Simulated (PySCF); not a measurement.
Compound: phenylacetylene, C8H6.
InChI=1S/C8H6/c1-2-8-6-4-3-5-7-8/h1,3-7H

The calculation used wB97X-D/def2-SVPD in PySCF (dipole) on a GFN2-xTB geometry, gas phase.

Masses are those of the commonest isotopes; rigid-rotor values at the optimised geometry. 

(1) Give the principal moments of inertia and the rotational constants in MHz.

(2) What kind of rotor is it?

(3) Is it planar, by Δ = Ic − Ia − Ib?

(4) Which lines would a microwave search look for?

(5) Estimate the classical rotational partition function at 25 K, 100 K and 298.15 K.

Answers

(1) Ia = 87.86, Ib = 324.65, Ic = 412.50 u·Å²; 505379 MHz·u·Å²/I gives A = 5752, B = 1557, C = 1225 MHz.

(2) An asymmetric top; Ray's κ = -0.854.

(3) Planar: Δ = Ic − Ia − Ib = 0.00 u·Å². For a rigid frame Δ = −2 Σ m c², so it vanishes when all atoms lie in the ab plane; here none is more than 0.01 Å from it.

(4) The dipole components are |μa| = 0.71 D, |μb| = 0.00 D, |μc| = 0.00 D; the symmetry axis of this C2v structure is a, so μb and μc vanish by symmetry and there are no b-type or c-type lines. Some lines, for components of 0.1 D or more:

| type | branch | J(Ka,Kc) | MHz | lower level (cm⁻¹) |
| --- | --- | --- | --- | --- |
| a | Q | 2(1,1) ← 2(1,2) | 995 | 0.407 |
| a | Q | 3(1,2) ← 3(1,3) | 1989 | 0.669 |
| a | R | 1(0,1) ← 0(0,0) | 2782 | 0.000 |
| a | R | 2(1,2) ← 1(1,1) | 5232 | 0.233 |
| a | R | 2(0,2) ← 1(0,1) | 5545 | 0.093 |
| a | R | 2(1,1) ← 1(1,0) | 5895 | 0.244 |
| a | R | 3(1,3) ← 2(1,2) | 7837 | 0.407 |
| a | R | 3(0,3) ← 2(0,2) | 8270 | 0.278 |
| a | R | 3(2,2) ← 2(2,1) | 8346 | 0.860 |
| a | R | 3(2,1) ← 2(2,0) | 8421 | 0.861 |
| a | R | 3(1,2) ← 2(1,1) | 8831 | 0.440 |
| a | R | 4(0,4) ← 3(0,3) | 10942 | 0.554 |
| a | R | 4(2,3) ← 3(2,2) | 11113 | 1.139 |
| a | R | 4(3,2) ← 3(3,1) | 11163 | 1.866 |
| a | R | 4(3,1) ← 3(3,0) | 11167 | 1.866 |
| a | R | 4(2,2) ← 3(2,1) | 11298 | 1.142 |

(5) Point group C2v, symmetry number σ = 2; q = (√π/σ)·√((kT/h)³/(ABC)), k/h = 20836.6 MHz/K: 3180 at 25 K, 25400 at 100 K, 131000 at 298.15 K.

Whether it is a minimum is left open (no frequencies). These are rigid-rotor constants of the computed structure; measured ground-state constants (B0) also hold zero-point vibration.
